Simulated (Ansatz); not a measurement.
# BAs (F-43m) in Ansatz: notebook

The runs below take BAs through single point, with PBE, HSE06, PBE0.

Program: Ansatz 0.2.0. These are calculated values, not measurements. Logs are shortened: lines on timing, memory, paths and dates and some standing lists are left out, and cuts for length are marked.

## (1) Starting point

Symmetry: F-43m, No. 216, cubic system. Conventional cell: a = 4.777 Å, b = 4.777 Å, c = 4.777 Å, α = 90.00°, β = 90.00°, γ = 90.00°. As (site symmetry -43m) is surrounded by 4 B at 2.07 Å. B (site symmetry -43m) has 4 As at 2.07 Å as nearest neighbours.

## (2) Single point, PBE

Contents of input.yaml:

```yaml
crystal:
  lattice:
    - [0.0, 2.3885, 2.3885]
    - [2.3885, 0.0, 2.3885]
    - [2.3885, 2.3885, 0.0]
  atoms:
    - { symbol: As, position: [0.75, 0.75, 0.75] }
    - { symbol: B, position: [0.0, 0.0, 0.0] }
kpoints:
  mp_grid: { grid: [6, 6, 6] }
scf:
  occupations: { method: fermi_dirac, width: 0.05 }
hamiltonian:
  xc: pbe
  pseudopotentials: { kind: all_electron, datasets: crystal }
output:
  forces: true
  stress: true
  eigenvalues: true
```

Potentials or basis: all-electron PAW datasets made for the crystal.

Started as:

```bash
$ ansatz run input.yaml --threads 1 --pin off --max-ram 3072MiB --backend cpu --events-out ev --progress --plain --runs-dir out
```

The log of the run:

```text
Warning: RAYON_NUM_THREADS=1 ignored (pool sized by the plan → 1); use --threads N
hamiltonian.pseudopotentials.datasets: crystal makes datasets for this crystal and solves the spheres of its atoms anew in each pass: cutoff 260.0 eV, the density's 1300.0 eV; for an error of 0.50 meV an atom under PBE, 1.0 meV for the cell; an energy difference from a run of another recipe may be off by several times the error for the cell, under r2SCAN by more, where some 0.1 meV an atom stays at smaller errors; B in spheres of 1.016 Å, 3 of its electrons in bands; As in spheres of 1.048 Å, 5 of its electrons in bands, 10 on its site; only band paths and densities of states list, in semicore columns, the levels of the semicore shells that are solved separately: 3d of As
Engine: ansatz 0.2.0, x86_64-unknown-linux-gnu
Pseudopotentials: kind: all_electron
Pseudopotential: As, paw, valence charge 15, recommended cutoff 260 eV (normal), crystal/all_electron/pbe/scalar/gaussian/As, Koelling and Harmon's equation, gaussian nucleus
Pseudopotential: B, paw, valence charge 3, recommended cutoff 260 eV (normal), crystal/all_electron/pbe/scalar/gaussian/B, Koelling and Harmon's equation, gaussian nucleus
Functional definition: PBE
  parameter kappa = 0.804
  parameter beta = 0.06672455060314922
  exchange = pbe_x(kappa = kappa, mu = beta*pi^2/3)
  correlation = pbe_c(beta = beta)
Crystal: 2 atoms, lattice volume = 27.252 Å³
Basis set: ecut = 260 eV, 259 PW (Γ), exchange–correlation on 40×40×40 points (8 copies of the dense FFT grid, shifted against one another)
Bands: 8, of which v1, the nominal top of the filled ones, is band 4 counted from 1 (3 counted from 0)
Symmetry: 24 space group operations
Space group: F-43m (ITA 216), of the structure as read, at distance tolerance 3.0e-5 Å
k-points: 16 of 216 (time reversal used)
Non-local potential: As, projectors of the file, l = 0: 1, l = 1: 1
Non-local potential: B, projectors of the file, l = 0: 1, l = 1: 1
PAW form: soft (Blöchl's): semilocal exchange-correlation on the pseudo side does not see the compensation charge
PAW one-centre angular grid: As, 110 points (default); XC on its mesh's 1819 points in the sphere
PAW one-centre angular grid: B, 110 points (default); XC on its mesh's 1983 points in the sphere
Initial density: superposition of atomic densities (neutral atoms: chi_scale 0, normalization atom)
Initial wavefunctions: pseudopotential atomic-orbital guess
Functional: x = pbe(κ = 0.804, μ = 0.2195149727645171), c = pbe(β = 0.06672455060314922)
iter 1 solved again at ethr=2.76e-2 eV; its pass at ethr=1.00e-1 eV (dr2=2.21e0 eV) is discarded
SCF iter   1: F=—  HF=-62200.622931 eV  |F-HF|=—  |Δ(HF+E_count)|=         —  Δρ=7.77e-2  dr2=2.07e0  ethr=2.76e-2  ⟨swp⟩=3.0  Hψ=832  notcnv=0
preconditioner: auto → none  [insulator: Δε(μ)=1.763 eV  Ē_g=12.470 eV  σ=0.050 eV  W_gap=1.00  n_scr=0 (ndim 8)  ℏωp=20.1 eV  f_vac=0.000  D(μ)=0.00/eV (n_scr^D=0)  ε∞_Penn≈3.6]
iter 2 solved again at ethr=1.47e-3 eV; its pass at ethr=2.59e-2 eV (dr2=1.18e-1 eV) is discarded
SCF iter   2: F=—  HF=-62200.139482 eV  |F-HF|=—  |Δ(HF+E_count)|=   4.83e-1  Δρ=2.48e-2  dr2=1.25e-1  ethr=1.47e-3  ⟨swp⟩=2.3  Hψ=541  notcnv=0  defer=2
SCF iter   3: F=—  HF=-62200.142681 eV  |F-HF|=—  |Δ(HF+E_count)|=   3.20e-3  Δρ=9.70e-3  dr2=1.96e-2  ethr=1.47e-3  ⟨swp⟩=2.3  Hψ=261  notcnv=0
SCF iter   4: F=—  HF=-62200.148345 eV  |F-HF|=—  |Δ(HF+E_count)|=   5.66e-3  Δρ=1.33e-3  dr2=2.34e-4  ethr=2.45e-4  ⟨swp⟩=2.2  Hψ=340  notcnv=0  defer=1
SCF iter   5: F=—  HF=-62200.149680 eV  |F-HF|=—  |Δ(HF+E_count)|=   1.33e-3  Δρ=2.22e-4  dr2=4.88e-6  ethr=2.93e-6  ⟨swp⟩=3.1  Hψ=328  notcnv=0  defer=1
SCF iter   6: F=—  HF=-62200.149708 eV  |F-HF|=—  |Δ(HF+E_count)|=   2.86e-5  Δρ=6.27e-5  dr2=2.99e-7  ethr=6.10e-8  ⟨swp⟩=3.1  Hψ=233  notcnv=0  defer=1
SCF iter   7: F=-62200.149711 eV  HF=-62200.149711 eV  |F-HF|=4.35e-9  |Δ(HF+E_count)|=   3.26e-6  Δρ=5.60e-6  dr2=7.63e-9  ethr=3.74e-9  ⟨swp⟩=3.0  Hψ=249  notcnv=0
SCF 1 converged in 7 iterations: F = -62200.149701 eV  dr2 = 7.63e-9
  Residual-converged pass: ⟨swp⟩=3.0  Hψ=246  notcnv=0  max |occ|·‖R‖ = 5.1e-6 eV (tolerance 5.3e-6 eV)  dr2=7.67e-9  dr2_onsite=1.99e-9  max |Δocc| = 7.8e-12
SCF converged after 7 iterations
Free energy (F): -62200.149701 eV
Harris-Foulkes:  -62200.149701 eV  (|F-HF|=4.35e-9)
Internal energy: -62200.149701 eV  (E = F + TS)
E sigma→0 (E₀):  -62200.149701 eV
Entropy (-TS):   -0.000000 eV (-0.000 meV/atom)
Past the cutoff: the bands carry plane waves up to 1.75 times it, of which those up to 1.5 times it add -0.000316 eV an atom, each by itself; the spheres take 0.000175 eV an atom off the energy for waves past 1.75 times it
By the cutoff:   a pressure is off by up to 0.007 GPa (1.2 times the spheres' own share and the shells' term, over an atom's volume, and 0.004 GPa: a bound that held against runs at twice the plane waves)
Past the cutoffs: a stress includes 0.0018 GPa for waves and charges beyond them, in addition to the slope of what the spheres take
In the spheres:  the bands' charges fall short by 3.0e-7 e at most (sound up to 1e-3), those of shells solved beside the bands by 2.3e-7 e (sound up to 5e-4)
Fermi energy:    12.353646 eV
--- Per-component energies (eV) ---
  E_band       = 41.295571
  E_kinetic    = 106.264032
  E_local      = -2007.192577  (includes V_loc(G=0)·N_el)
  E_nonlocal   = 18.554250
  E_hartree    = 898.043924
  E_xc         = -109.459008
  E_vxc        = -121.369054  (∫ρ·V_xc dr)
  E_paw        = -64533.166372  (= ΣΔE_a)
  E_vpaw       = -4903.628886  (= ΣTr[D̂ρ^β])
  E_ewald      = -1725.774997
  E_smearing   = -0.000000  (= −TS)
  E_closure    = 5152.581048  (closes the sum)
  Σ components = -62200.149701   (vs F -62200.149701, Δ=-7.28e-12)
  The terms above E_closure are by the made datasets' own strengths, without shells solved beside the bands.
--- Forces (eV/Å), atoms counted from 1 ---
  atom   1  As     0.00000000     0.00000000     0.00000000
  atom   2  B     -0.00000000     0.00000000     0.00000000
  max |Σ_I F_I| component: 1.11e-16 eV/Å
--- Stress (GPa, compression-positive) ---
        2.768403       0.000000      -0.000000
        0.000000       2.768403       0.000000
       -0.000000       0.000000       2.768403
  P = ⅓ Tr σ = 2.7684 GPa (27.684 kbar)
  It holds what live shells' own plane waves past their cutoff add
--- Band table (eV; the first three rows and the last of 16) ---
  k-point 0: bands = ["-3.6695", "11.7303", "11.7303", "11.7303", "15.0120", "15.0120"]
  k-point 1: bands = ["-3.2170", "8.7750", "11.0497", "11.0497", "15.0358", "15.9001"]
  k-point 2: bands = ["-1.9520", "4.9964", "10.2165", "10.2165", "14.5971", "16.5706"]
  k-point 15: bands = ["0.6266", "3.5373", "6.5844", "6.7807", "15.5179", "15.7277"]
```

It took 2.4 s on 1 thread of AMD EPYC 7R13 (Zen 3), shared host; peak memory 0.42 GiB.

What came out:

```yaml
Free_energy: -62200.1497 eV
Pressure: 2.8 GPa
Band_gap_on_the_k_mesh: 1.28 eV, indirect (least direct gap 3.28 eV)
```

## (3) Single point, HSE06

input.yaml, as its differences from that of step 2:

```diff
@@ -13,3 +13,3 @@
 hamiltonian:
-  xc: pbe
+  xc: hse06
   pseudopotentials: { kind: all_electron, datasets: crystal }
@@ -18,2 +18 @@
   stress: true
-  eigenvalues: true
```

Potentials or basis: all-electron PAW datasets made for the crystal.

Started as:

```bash
$ ansatz run input.yaml --threads 1 --pin off --max-ram 3072MiB --backend cpu --events-out ev --progress --plain --runs-dir out
```

The log of the run:

```text
Warning: RAYON_NUM_THREADS=1 ignored (pool sized by the plan → 1); use --threads N
hamiltonian.pseudopotentials.datasets: crystal makes datasets for this crystal and solves the spheres of its atoms anew in each pass: cutoff 380.0 eV, the density's 1520.0 eV;, for an error of 0.50 meV an atom under PBE, 1.0 meV for the cell; an energy difference from a run of another recipe may be off by several times the error for the cell, under r2SCAN by more, where some 0.1 meV an atom stays at smaller errors; B in spheres of 0.836 Å, 3 of its electrons in bands; As in spheres of 1.228 Å, 15 of its electrons in bands
[... 2 set-up lines as earlier in the session ...]
Pseudopotential: As, paw, valence charge 15, recommended cutoff 380 eV (normal), crystal/all_electron/pbe/scalar/gaussian/As, Koelling and Harmon's equation, gaussian nucleus
Pseudopotential: B, paw, valence charge 3, recommended cutoff 380 eV (normal), crystal/all_electron/pbe/scalar/gaussian/B, Koelling and Harmon's equation, gaussian nucleus
Functional definition: HSE06
  parameter a = 0.25
  parameter omega = 0.11/bohr
  exchange = pbe_x - a*pbe_x_sr(omega) + a*exact_x_sr(omega)
  correlation = pbe_c
Crystal: 2 atoms, lattice volume = 27.252 Å³
Basis set: ecut = 380 eV, 459 PW (Γ), exchange–correlation on 48×48×48 points (8 copies of the dense FFT grid, shifted against one another)
Bands: 13, of which v1, the nominal top of the filled ones, is band 9 counted from 1 (8 counted from 0)
[... 2 set-up lines as earlier in the session ...]
k-points: 16 of 216 (time reversal used)
Non-local potential: As, projectors of the file, l = 0: 1, l = 1: 1, l = 2: 2
[... 2 set-up lines as earlier in the session ...]
PAW one-centre angular grid: As, 590 points (default); XC on its mesh's 1871 points in the sphere
PAW one-centre angular grid: B, 110 points (default); XC on its mesh's 1917 points in the sphere
[... 2 set-up lines as earlier in the session ...]
Functional: x = pbe(κ = 0.804, μ = 0.2195149727645171) + 0.25 (exact − pbe) at short range (hse, ω = 0.20786987370883472 Å⁻¹), c = pbe(β = 0.06672455060314922); HSE06 as pw.x's `hse` composes it (authors' and Libxc's form: `xc: wpbeh`)
iter 1 solved again at ethr=1.09e-2 eV; its pass at ethr=1.00e-1 eV (dr2=1.96e0 eV) is discarded
SCF iter   1: F=—  HF=-62200.650606 eV  |F-HF|=—  |Δ(HF+E_count)|=         —  Δρ=7.75e-2  dr2=2.07e0  ethr=1.09e-2  ⟨swp⟩=2.2  Hψ=1068  notcnv=0
preconditioner: auto → none  [insulator: Δε(μ)=1.769 eV  Ē_g=12.404 eV  σ=0.050 eV  W_gap=1.00  n_scr=8 (ndim 8)  ℏωp=20.1 eV  f_vac=0.000  D(μ)=0.00/eV (n_scr^D=0)]
iter 2 solved again at ethr=7.51e-4 eV; its pass at ethr=1.09e-2 eV (dr2=1.35e-1 eV) is discarded
SCF iter   2: F=—  HF=-62200.148491 eV  |F-HF|=—  |Δ(HF+E_count)|=   5.02e-1  Δρ=2.59e-2  dr2=1.36e-1  ethr=7.51e-4  ⟨swp⟩=2.4  Hψ=940  notcnv=0  defer=1
SCF iter   3: F=—  HF=-62200.142001 eV  |F-HF|=—  |Δ(HF+E_count)|=   6.49e-3  Δρ=1.07e-2  dr2=2.01e-2  ethr=7.51e-4  ⟨swp⟩=3.0  Hψ=499  notcnv=0
[... 11 lines left out ...]
hybrid outer 1: dexx = +6.545e-12 eV
hybrid SCF converged: 1 outer / 12 inner (+0 warm-up), last move |dexx| = 6.55e-12 eV
Stability not checked: this state was not tested for a lower state beside it, because the functional holds exact exchange (a hybrid, or Hartree-Fock), whose exchange loop this test does not read (fock_operator; see scf.lower_state_search)
Free energy (F): -62200.700244 eV
Harris-Foulkes:  -62200.700244 eV  (|F-HF|=1.35e-9)
Internal energy: -62200.700244 eV  (E = F + TS)
E sigma→0 (E₀):  -62200.700244 eV
Past the cutoff: the bands carry plane waves up to 1.75 times it, of which those up to 1.5 times it add -0.000232 eV an atom, each by itself; the spheres take 0.000175 eV an atom off the energy for waves past 1.75 times it
Past the cutoffs: a stress includes 0.0012 GPa for waves and charges beyond them, in addition to the slope of what the spheres take
In the spheres:  the bands' charges fall short by 1.2e-5 e at most (sound up to 1e-3)
Fermi energy:    12.288034 eV
--- Per-component energies (eV) ---
  E_band       = -247.035912
  E_kinetic    = 142.988295
  E_local      = -1532.137417  (includes V_loc(G=0)·N_el)
  E_nonlocal   = -832.494931
  E_hartree    = 732.140902
  E_xc         = -74.519426
  E_vxc        = -94.528872  (∫ρ·V_xc dr)
  E_exx        = -66.683830  (= α·E_x^exact, valence–valence)
  E_paw        = -64504.324691  (= ΣΔE_a)
  E_vpaw       = -4921.883753  (= ΣTr[D̂ρ^β])
  E_ewald      = -1725.774997
  E_smearing   = -0.000000  (= −TS)
  E_closure    = 5660.105851  (closes the sum)
  Σ components = -62200.700244   (vs F -62200.700244, Δ=7.28e-12)
  The terms above E_closure are by the made datasets' own strengths, without shells solved beside the bands.
--- Forces (eV/Å), atoms counted from 1 ---
  atom   1  As     0.00000000    -0.00000000     0.00000000
  atom   2  B     -0.00000000     0.00000000    -0.00000000
  max |Σ_I F_I| component: 2.50e-16 eV/Å
--- Stress (GPa, compression-positive) ---
       -0.483697      -0.000000      -0.000000
        0.000000      -0.483697       0.000000
       -0.000000       0.000000      -0.483697
  P = ⅓ Tr σ = -0.4837 GPa (-4.837 kbar)
--- Band table (eV; the first three rows and the last of 16) ---
  k-point 0: bands = ["-28.0222", "-28.0222", "-28.0222", "-27.9950", "-27.9950", "-5.6064", "11.3362", "11.3362", "11.3362", "15.4572"]
  k-point 1: bands = ["-28.0213", "-28.0202", "-28.0202", "-27.9948", "-27.9948", "-5.1069", "8.1440", "10.6115", "10.6115", "15.5384"]
  k-point 2: bands = ["-28.0196", "-28.0171", "-28.0171", "-27.9939", "-27.9939", "-3.7038", "3.9308", "9.6886", "9.6886", "15.0828"]
  k-point 15: bands = ["-28.0224", "-28.0112", "-28.0065", "-27.9988", "-27.9911", "-0.7665", "2.1933", "5.7213", "5.9348", "15.9315"]
```

Run time: 98 s. Hardware: 1 thread of AMD EPYC 7R13 (Zen 3), shared host; peak memory 0.73 GiB.

What came out:

- Free energy: -62200.7002 eV
- Pressure: -0.5 GPa
- Band gap on the k mesh: 1.94 eV, indirect (least direct gap 4.12 eV)

## (4) Single point, PBE0

input.yaml, as its differences from that of step 3:

```diff
@@ -13,3 +13,3 @@
 hamiltonian:
-  xc: hse06
+  xc: pbe0
   pseudopotentials: { kind: all_electron, datasets: crystal }
```

Potentials or basis: all-electron PAW datasets made for the crystal.

Started as:

```bash
$ ansatz run input.yaml --threads 1 --pin off --max-ram 3072MiB --backend cpu --events-out ev --progress --plain --runs-dir out
```

The log of the run:

```text
Warning: RAYON_NUM_THREADS=1 ignored (pool sized by the plan → 1); use --threads N
hamiltonian.pseudopotentials.datasets: crystal makes datasets for this crystal and solves the spheres of its atoms anew in each pass: cutoff 380.0 eV, the density's 1520.0 eV;, for an error of 0.50 meV an atom under PBE, 1.0 meV for the cell; an energy difference from a run of another recipe may be off by several times the error for the cell, under r2SCAN by more, where some 0.1 meV an atom stays at smaller errors; B in spheres of 0.836 Å, 3 of its electrons in bands; As in spheres of 1.228 Å, 15 of its electrons in bands
[... 4 set-up lines as earlier in the session ...]
Functional definition: PBE0
[... 3 set-up lines as earlier in the session ...]
  exchange = (1 - a)*pbe_x(kappa = kappa, mu = beta*pi^2/3) + a*exact_x
[... 1 set-up line as earlier in the session ...]
Crystal: 2 atoms, lattice volume = 27.252 Å³
Basis set: ecut = 380 eV, 459 PW (Γ), exchange–correlation on 48×48×48 points (8 copies of the dense FFT grid, shifted against one another)
Bands: 13, of which v1, the nominal top of the filled ones, is band 9 counted from 1 (8 counted from 0)
[... 2 set-up lines as earlier in the session ...]
k-points: 16 of 216 (time reversal used)
[... 7 set-up lines as earlier in the session ...]
[... 27 lines left out ...]
Past the cutoffs: a stress includes 0.0013 GPa for waves and charges beyond them, in addition to the slope of what the spheres take
In the spheres:  the bands' charges fall short by 1.2e-5 e at most (sound up to 1e-3)
Fermi energy:    12.293394 eV
--- Per-component energies (eV) ---
  E_band       = -254.294399
  E_kinetic    = 142.933890
  E_local      = -1532.237283  (includes V_loc(G=0)·N_el)
  E_nonlocal   = -832.093088
  E_hartree    = 732.231225
  E_xc         = -70.735897
  E_vxc        = -90.705198  (∫ρ·V_xc dr)
  E_exx        = -74.141206  (= α·E_x^exact, valence–valence)
  E_paw        = -64498.942093  (= ΣΔE_a)
  E_vpaw       = -4916.410528  (= ΣTr[D̂ρ^β])
  E_ewald      = -1725.774997
  E_smearing   = -0.000000  (= −TS)
  E_closure    = 5658.037205  (closes the sum)
  Σ components = -62200.722244   (vs F -62200.722244, Δ=7.28e-12)
  The terms above E_closure are by the made datasets' own strengths, without shells solved beside the bands.
--- Forces (eV/Å), atoms counted from 1 ---
  atom   1  As     0.00000000    -0.00000000    -0.00000000
  atom   2  B     -0.00000000     0.00000000    -0.00000000
  max |Σ_I F_I| component: 2.68e-16 eV/Å
--- Stress (GPa, compression-positive) ---
       -0.601252      -0.000000      -0.000000
       -0.000000      -0.601252       0.000000
       -0.000000       0.000000      -0.601252
  P = ⅓ Tr σ = -0.6013 GPa (-6.013 kbar)
--- Band table (eV; the first three rows and the last of 16) ---
  k-point 0: bands = ["-28.4248", "-28.4248", "-28.4248", "-28.3980", "-28.3980", "-6.0407", "11.0041", "11.0041", "11.0041", "15.7995"]
  k-point 1: bands = ["-28.4239", "-28.4229", "-28.4229", "-28.3978", "-28.3978", "-5.5409", "7.7607", "10.2685", "10.2685", "15.8884"]
  k-point 2: bands = ["-28.4222", "-28.4197", "-28.4197", "-28.3968", "-28.3968", "-4.1369", "3.5062", "9.3282", "9.3282", "15.4331"]
  k-point 15: bands = ["-28.4250", "-28.4138", "-28.4091", "-28.4017", "-28.3941", "-1.1962", "1.7688", "5.3181", "5.5331", "16.3082"]
```

Run time: 2 min. Hardware: 1 thread of AMD EPYC 7R13 (Zen 3), shared host; peak memory 0.72 GiB.

What came out:

```yaml
Free_energy: -62200.7222 eV
Pressure: -0.6 GPa
Band_gap_on_the_k_mesh: 2.61 eV, indirect (least direct gap 4.80 eV)
```

Levels at points of the mesh, in eV from the valence-band top:
```tsv
k point	band 6	band 7	band 8	band 9	band 10
(0.00, 0.00, 0.00)	-17.04	0.00	0.00	0.00	4.80
(0.00, 0.00, -0.50)	-13.84	-9.81	-2.02	-2.02	4.25
(0.00, -0.50, -0.50)	-12.34	-9.58	-4.52	-4.52	2.76
```

A k mesh can miss the band edges.

## (5) Overview

```tsv
level	cutoff (eV)	gap on the mesh (eV)	pressure (GPa)
PBE	260	1.28	2.8
HSE06	380	1.94	-0.5
PBE0	380	2.61	-0.6
```

Alike in all rows: task single point; potentials or basis all-electron PAW datasets made for the crystal; no spin polarisation; cell as given; k mesh 6 × 6 × 6; smearing fermi-dirac 0.05 eV.

On the cell as given the gap runs from 1.28 eV (PBE) to 2.61 eV (PBE0). The pressure there spans -0.6 GPa (PBE0) to 2.8 GPa (PBE); a positive pressure means that this level wants a larger cell, a negative one a smaller.

Compare energies only between runs with the same functional and basis.
